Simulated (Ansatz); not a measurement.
Here is an Ansatz 0.2.0 calculation.

File input.yaml:

```yaml
crystal:
  lattice:
    - [2.34185, -1.7113, 0.0]
    - [2.34185, 1.7113, 0.0]
    - [-0.8500274268, 0.0, 5.0578693947]
  atoms:
    - { symbol: Cu, position: [0.5, 0.0, 0.5] }
    - { symbol: Cu, position: [0.0, 0.5, 0.0] }
    - { symbol: O, position: [0.4184, 0.5816, 0.75] }
    - { symbol: O, position: [0.5816, 0.4184, 0.25] }
hamiltonian:
  xc: r2scan
  pseudopotentials: { kind: paw }
kpoints:
  mp_grid: { grid: [10, 10, 5] }
scf:
  occupations: { method: fermi_dirac, width: 0.05 }
output:
  forces: true
  stress: true
  eigenvalues: true
relax:
  f_tol: 0.01
  max_steps: 40
  cell: { stress_tol: 0.05, p_target: 5.0 }
```

Potentials or basis: Ansatz PAW.

The run is started by

```console
$ ansatz run input.yaml --threads 2 --pin off --max-ram 5632MiB --backend cpu --events-out ev --progress --plain --runs-dir out
```

Task: Estimate the band gap on the k mesh.

Result: None (metal or under the smearing width).

Task: Estimate the relaxed cell.

Result: a = 2.853 Å, b = 2.853 Å, c = 5.116 Å, α = 90.40°, β = 90.40°, γ = 89.11°.

Task: What does it give for the space group after relaxing (to 0.05 Å)?

Result: C2/c (No. 15).

The path:
```csv
step,energy change (eV),largest force (eV/Å),volume (Å³)
1,0.0000,0.2855,40.54
2,-0.0033,0.2104,39.90
3,0.0012,0.0711,39.35
4,-0.0058,0.0290,39.47
5,-0.0251,0.0303,39.91
6,-0.0580,0.0149,40.78
7,-0.0674,0.0173,41.04
8,-0.0740,0.0023,41.23
9,-0.0747,0.0103,41.25
10,-0.0784,0.0021,41.36
11,-0.0779,0.0026,41.35
12,-0.0812,0.0025,41.35
13,-0.0868,0.0010,41.50
14,-0.0948,0.0302,41.74
15,-0.0926,0.0008,41.65
16,-0.0922,0.0002,41.64
17,-0.0927,0.0027,41.66
18,-0.0921,0.0001,41.64
19,-0.0926,0.0000,41.64
```

Caveat: the plane-wave basis is chosen anew once the cell has moved, so the energies of steps on either side of that aren't comparable; the run has no spin polarisation, though such a crystal can be magnetic; semilocal functionals often make such compounds metallic where correlation or magnetic order opens a gap, which also shifts bond lengths; the PAW data sets come from PBE, with cores solved anew for the run's functional, which leaves a small shift of forces and pressure. Zero-point motion and thermal expansion aren't in these numbers.
